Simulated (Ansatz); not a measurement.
**Si under changes of volume**

One of the cells (20.126 Å³/atom); the others are scaled copies at fixed shape and fractional positions:

```
Si
1.0
     3.83132    0.00000    0.00000
    -1.91566    3.31802    0.00000
     0.00000    0.00000    6.33262
Si
4
Cartesian
  1.9157 1.1060 5.9336
  0.0000 2.2120 2.7673
  1.9157 1.1060 3.5653
  0.0000 2.2120 0.3990
```

This isn't the form of Si at room conditions, which is diamond.

```yaml
Program: Ansatz 0.2.0
Functional: PBEsol
Potentials_or_basis: all-electron LAPW, scalar-relativistic
Cutoff: 220 eV (chosen from the basis error)
Basis_error_allowed: 0.001 eV/atom
k_mesh: 8 × 8 × 4
Occupations: fermi-dirac, width 0.05 eV
Spin: no spin polarisation
```

```tsv
volume (Å³/atom)	energy over the lowest point (meV/atom)	pressure (GPa)	gap on the mesh (eV)	largest force (eV/Å)
18.918	?	?	?	?
19.321	7.47	3.6	0.22	0.008
19.723	1.17	1.5	0.26	0.001
20.126	0.00	-0.5	0.31	0.010
20.528	3.44	-2.2	0.35	0.017
20.931	11.02	-3.8	0.39	0.024
21.333	22.33	-5.2	0.42	0.031
```

Question: What does the run at 18.918 Å³/atom give?

Answer: Energy over the lowest point 19.45 meV/atom; pressure 6.0 GPa; gap on the mesh 0.17 eV; largest force 0.018 eV/Å.

Worked out: A Birch-Murnaghan fit of order 3 (a polynomial in V^(-2/3)) to the other rows has its minimum at 20.02 Å³/atom with B0 = V·E''(V) = 94 GPa and B' = 4.3 at fixed shape and positions, which overstates the stiffness. It gives 19.50 meV/atom at 18.918 Å³/atom, against the run's 19.45, and -dE/dV = 6.0 GPa, against 6.0. A straight line through the other rows of the gap, of slope 2.06 eV per unit of ln V, extrapolates to 0.18 eV, against the run's 0.17.

Energies are extrapolated to zero smearing.

A mesh can miss the band edges.
